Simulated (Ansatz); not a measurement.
# C (Fd-3m) in Ansatz: notebook

Aim: see how the results for C move with the level of theory and the settings. Levels: BLYP, r2SCAN. Tasks: band structure, single point, equation of state.

Everything below comes from runs of Ansatz 0.2.0. Logs are shortened: lines on timing, memory, paths and dates and some standing lists are left out, and cuts for length are marked.

**Experimental background.**

From “Equation of state of cubic boron nitride at high pressures and temperatures”, 2007, arxiv:cond-mat/0702656, for a bulk crystal of C: bulk modulus 442 ± 5 GPa.

The runs below are set against these values where they give the same quantity.

**1. The structure**

The structure is cubic, space group Fd-3m (No. 227). Conventional cell: a = 3.567 Å, b = 3.567 Å, c = 3.567 Å, α = 90.00°, β = 90.00°, γ = 90.00°. C (site symmetry -43m) is surrounded by 4 C at 1.54 Å.

This isn't the form of C at room conditions, which is graphite.

**2. Band structure, BLYP**

Input file input.yaml:

```yaml
crystal:
  lattice:
    - [0.0, 1.78337, 1.78337]
    - [1.78337, 0.0, 1.78337]
    - [1.78337, 1.78337, 0.0]
  atoms:
    - { symbol: C, position: [0.75, 0.75, 0.75] }
    - { symbol: C, position: [0.5, 0.5, 0.5] }
hamiltonian:
  xc: blyp
  pseudopotentials: { kind: paw }
kpoints:
  mp_grid: { grid: [13, 13, 13] }
  band_path:
    path:
      - [[0.0, 0.0, 0.0], [0.5, 0.0, 0.5], [0.5, 0.25, 0.75], [0.375, 0.375, 0.75], [0.0, 0.0, 0.0], [0.5, 0.5, 0.5], [0.625, 0.25, 0.625], [0.5, 0.25, 0.75], [0.5, 0.5, 0.5], [0.375, 0.375, 0.75]]
      - [[0.625, 0.25, 0.625], [0.5, 0.0, 0.5]]
    npoints: 14
scf:
  occupations: { method: fermi_dirac, width: 0.05 }
  n_extra_bands: 6
output:
  forces: true
  stress: true
  eigenvalues: true
  fatbands: true
  write_density: true
  write_potential: true
  elf: true
  volumetric_format: npy
```

Potentials or basis: Ansatz PAW.

Command:

```console
$ ansatz run input.yaml --threads 2 --pin off --max-ram 5120MiB --backend cpu --events-out ev --progress --plain --runs-dir out
```

Standard output:

```text
Warning: RAYON_NUM_THREADS=2 ignored (pool sized by the plan → 2); use --threads N
scf.n_extra_bands = 6 over 4 filled bands (N_el = 8.0): the run solves 10 bands
Engine: ansatz 0.2.0, x86_64-unknown-linux-gnu
Pseudopotentials: kind: paw
Pseudopotential: C, paw, valence charge 4, recommended cutoff 420 eV (normal), C.paw.azcp
Functional definition: BLYP
  parameter beta = 0.0042
  parameter a = 0.04918
  parameter b = 0.132
  parameter c = 0.2533
  parameter d = 0.349
  exchange = b88_x(beta = beta)
  correlation = lyp_c(a = a, b = b, c = c, d = d)
Crystal: 2 atoms, lattice volume = 11.344 Å³
Basis set: ecut = 420 eV, 229 PW (Γ), exchange–correlation on 36×36×36 points (8 copies of the dense FFT grid, shifted against one another)
Bands: 10, of which v1, the nominal top of the filled ones, is band 4 counted from 1 (3 counted from 0)
Symmetry: 48 space group operations
Space group: Fd-3m (ITA 227), of the structure as read, at distance tolerance 2.2e-5 Å
k-points: 84 of 2197
Non-local potential: C, projectors of the file, l = 0: 2, l = 1: 2, l = 2: 1
PAW form: soft (Blöchl's): semilocal exchange-correlation on the pseudo side does not see the compensation charge
PAW frozen core: C, regenerated for the run's functional, and the local potential with it (the file was generated under x = pbe(κ = 0.804, μ = 0.2195149727645171), c = pbe(β = 0.06672455060314922))
PAW one-centre angular grid: C, 110 points (default); XC on 64 Gauss nodes
Initial density: superposition of atomic densities (neutral atoms: chi_scale 0, normalization atom), corrected by the library's trained network
Initial wavefunctions: pseudopotential atomic-orbital guess
Functional: x = b88, c = lyp
SCF iter   1: F=—  HF=-502.993585 eV  |F-HF|=—  |Δ(HF+E_count)|=         —  Δρ=1.79e-2  dr2=2.47e-2  ethr=1.77e-3  ⟨swp⟩=4.8  Hψ=4929  notcnv=0  defer=4
preconditioner: auto → none  [insulator: Δε(μ)=4.566 eV  Ē_g=23.239 eV  σ=0.050 eV  W_gap=1.00  n_scr=0 (ndim 8)  ℏωp=31.2 eV  f_vac=0.000  D(μ)=0.00/eV (n_scr^D=0)  ε∞_Penn≈2.8]
SCF iter   2: F=—  HF=-502.983890 eV  |F-HF|=—  |Δ(HF+E_count)|=   9.69e-3  Δρ=7.41e-3  dr2=4.37e-3  ethr=3.09e-4  ⟨swp⟩=2.0  Hψ=1817  notcnv=0  defer=155
SCF iter   3: F=—  HF=-502.981904 eV  |F-HF|=—  |Δ(HF+E_count)|=   1.99e-3  Δρ=2.35e-4  dr2=2.12e-6  ethr=5.46e-5  ⟨swp⟩=2.3  Hψ=1354  notcnv=0  defer=158
SCF iter   4: F=—  HF=-502.981906 eV  |F-HF|=—  |Δ(HF+E_count)|=   1.87e-6  Δρ=3.56e-5  dr2=7.30e-8  ethr=2.65e-8  ⟨swp⟩=2.3  Hψ=1005  notcnv=0  defer=158
iter 5 did not close the SCF: its close was put off for the readings that it lacked (scf_convergence_deferred on its scf_iter line)
SCF iter   5: F=-502.981906 eV  HF=-502.981906 eV  |F-HF|=2.27e-10  |Δ(HF+E_count)|=   8.95e-8  Δρ=1.98e-6  dr2=1.94e-10  ethr=9.12e-10  ⟨swp⟩=2.5  Hψ=994  notcnv=0  defer=158
SCF iter   6: F=-502.981906 eV  HF=-502.981906 eV  |F-HF|=1.65e-12  |Δ(HF+E_count)|=  2.31e-10  Δρ=1.54e-7  dr2=6.53e-13  ethr=2.42e-12  ⟨swp⟩=7.1  Hψ=4319  notcnv=0
SCF 1 converged in 6 iterations: F = -502.981906 eV  dr2 = 6.53e-13
NSCF: frozen V_eff on 142 k-points
SCF converged after 6 iterations
Free energy (F): -502.981906 eV
Harris-Foulkes:  -502.981906 eV  (|F-HF|=1.65e-12)
Internal energy: -502.981906 eV  (E = F + TS)
E sigma→0 (E₀):  -502.981906 eV
Fermi energy:    15.807683 eV
--- Per-component energies (eV) ---
  E_band       = 38.211017
  E_kinetic    = 186.208363
  E_local      = -126.458686  (includes V_loc(G=0)·N_el)
  E_nonlocal   = 55.191247
  E_hartree    = 27.889574
  E_xc         = -95.458307
  E_vxc        = -118.243375  (∫ρ·V_xc dr)
  E_paw        = -202.396062  (= ΣΔE_a)
  E_vpaw       = -14.265698  (= ΣTr[D̂ρ^β])
  E_aug_tail   = 0.000019  (compensation charges beyond the density's cutoff)
  E_ewald      = -347.961363
  E_core_change = 0.003309  (= ΣΔE_core)
  E_smearing   = -0.000000  (= −TS)
  E_closure    = 0.000000  (closes the sum)
  Σ components = -502.981906   (vs F -502.981906, Δ=0.00e0)
--- Forces (eV/Å), atoms counted from 1 ---
  atom   1  C     -0.00000000     0.00000000    -0.00000000
  atom   2  C     -0.00000000     0.00000000    -0.00000000
  max |Σ_I F_I| component: 1.02e-16 eV/Å
--- Stress (GPa, compression-positive) ---
       10.978544      -0.000000      -0.000000
       -0.000000      10.978544       0.000000
       -0.000000       0.000000      10.978544
  P = ⅓ Tr σ = 10.9785 GPa (109.785 kbar)
--- Band table (eV; the first three rows and the last of 84) ---
  k-point 0: bands = ["-7.6022", "13.6021", "13.6021", "13.6021", "19.3333", "19.3333", "19.3333", "26.9723", "33.3596", "40.5166"]
  k-point 1: bands = ["-7.4397", "12.5716", "13.3316", "13.3316", "19.6879", "19.6879", "19.9443", "27.1107", "33.6184", "38.6113"]
  k-point 2: bands = ["-6.9540", "10.3564", "12.7170", "12.7170", "20.4986", "20.4986", "20.9609", "27.5176", "34.1939", "37.0405"]
  k-point 83: bands = ["0.9863", "2.4176", "5.1676", "6.1282", "24.0731", "24.0917", "25.7617", "27.0541", "34.0905", "35.7831"]
```

bands.tsv:

```text
# k_distance	band_0	band_1	band_2	band_3	band_4	band_5	band_6	band_7	band_8	band_9
# fermi_ev = 15.807683
# lock_threshold_ev = 1e-12
# [0, 0, 0] at k_distance = 0.000000
[... 152 lines left out ...]
11.041164	-14.727021	-14.599278	-9.325413	-8.215416	3.092826	4.323562	14.013279	14.264164	19.912730	21.353470
11.085651	-14.741914	-14.656783	-9.068283	-8.268424	3.041728	3.922663	14.160865	14.333878	20.240200	21.275342
11.130138	-14.756540	-14.703829	-8.840373	-8.311911	2.999838	3.578794	14.283872	14.394994	20.526671	21.209509
11.174625	-14.769339	-14.740432	-8.650896	-8.345828	2.967196	3.300082	14.380994	14.443665	20.762979	21.156871
11.219113	-14.779203	-14.766585	-8.508328	-8.370106	2.943846	3.094254	14.451164	14.479068	20.940049	21.118475
11.263600	-14.785399	-14.782279	-8.419661	-8.384693	2.929824	2.967813	14.493591	14.500574	21.049970	21.095109
11.308087	-14.787510	-14.787510	-8.389558	-8.389558	2.925148	2.925148	14.507788	14.507788	21.087265	21.087265
```

Run time: 0.82 s. Hardware: 2 threads of AMD EPYC 7B13 (Zen 3), shared host; peak memory 0.32 GiB.

Results:

- Free energy: -502.9819 eV
- Pressure: 11.0 GPa
- Band gap on the k mesh: 4.47 eV, indirect (least direct gap 5.73 eV)
- Band gap along the path: 4.44 eV, indirect (least direct gap 5.73 eV)

Levels at the corners of the path, in eV from the valence-band top:
| point | band 2 | band 3 | band 4 | band 5 | band 6 | band 7 |
| --- | --- | --- | --- | --- | --- | --- |
| Γ | 0.00 | 0.00 | 0.00 | 5.73 | 5.73 | 5.73 |
| X | -12.58 | -6.18 | -6.18 | 5.13 | 5.13 | 16.71 |
| W | -11.82 | -8.11 | -8.11 | 10.88 | 10.88 | 12.38 |
| K | -11.56 | -9.09 | -5.26 | 6.02 | 10.95 | 14.35 |
| Γ | 0.00 | 0.00 | 0.00 | 5.73 | 5.73 | 5.73 |
| L | -13.12 | -2.76 | -2.76 | 8.64 | 8.64 | 9.00 |
| U | -11.56 | -9.09 | -5.26 | 6.02 | 10.95 | 14.35 |
| W | -11.82 | -8.11 | -8.11 | 10.88 | 10.88 | 12.38 |
| L | -13.12 | -2.76 | -2.76 | 8.64 | 8.64 | 9.00 |
| K | -11.56 | -9.09 | -5.26 | 6.02 | 10.95 | 14.35 |
| U | -11.56 | -9.09 | -5.26 | 6.02 | 10.95 | 14.35 |
| X | -12.58 | -6.18 | -6.18 | 5.13 | 5.13 | 16.71 |

Caveat: the pressure holds a Pulay correction of +1.2 GPa for the finite cutoff; the PAW data sets come from PBE, with cores solved anew for the run's functional, which leaves a small shift of forces and pressure.

(Continued in part 2 of 2.)
